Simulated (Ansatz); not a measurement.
Runs of Ansatz 0.2.0 on Co. Symmetry: P6_3/mmc, No. 194, hexagonal system. Conventional cell: a = 2.471 Å, b = 2.471 Å, c = 8.088 Å, α = 90.00°, β = 90.00°, γ = 120.00°. Around Co (site symmetry -6m2) lie 12 Co at 2.47 Å. Co (site symmetry -3m) is surrounded by 12 Co at 2.47 Å. 

```tsv
task	level	potentials or basis	cell	cutoff (eV)	points for each segment of the path	gap on the mesh (eV)	pressure (GPa)	moment (μB)	V0 of scaled cells (Å³/atom)	B0 (GPa)
band structure	PBE	PseudoDojo stringent (PBE files)	as given	1415	14	none	4.7	6.63	-	-
relaxation of cell and atoms	PBE	Ansatz PAW	relaxed	420	-	-	0.0	6.67	-	-
single point	PBE	Ansatz PAW	as given	600	-	none	4.6	6.61	-	-
equation of state	rPW86-PBE+rVV10	Ansatz PAW	as given	420	-	-	-	-	(b)	204
equation of state	revPBE+D3(BJ)	Ansatz PAW	as given	420	-	-	-	-	10.51	226
equation of state	r2SCAN+D3(BJ)	Ansatz PAW	as given	500	-	-	-	-	(a)	242
equation of state	PBEsol+D4	Ansatz PAW	as given	420	-	-	-	-	10.25	239
```

Alike in all rows: spin collinear, ferromagnetic start; k mesh 12 × 12 × 4; smearing fermi-dirac 0.05 eV.

Task: Estimate the missing entries.

Result: (a) 10.54; (b) 11.07.

Caveats: the cell was scaled at fixed shape and fractional positions, which overstates the stiffness of a crystal with free parameters, most of all of layers and chains (some runs); the potentials were made for another functional, which shifts forces and pressure (some runs); the plane-wave basis is chosen anew once the cell has moved, so the energies of steps on either side of that aren't comparable (some runs); the magnetic or orbital state may not be the lowest (some runs); the PAW data sets were made with another functional, which shifts forces and pressure a little (some runs).

A gap of «none» marks a metal or a gap under the smearing width.
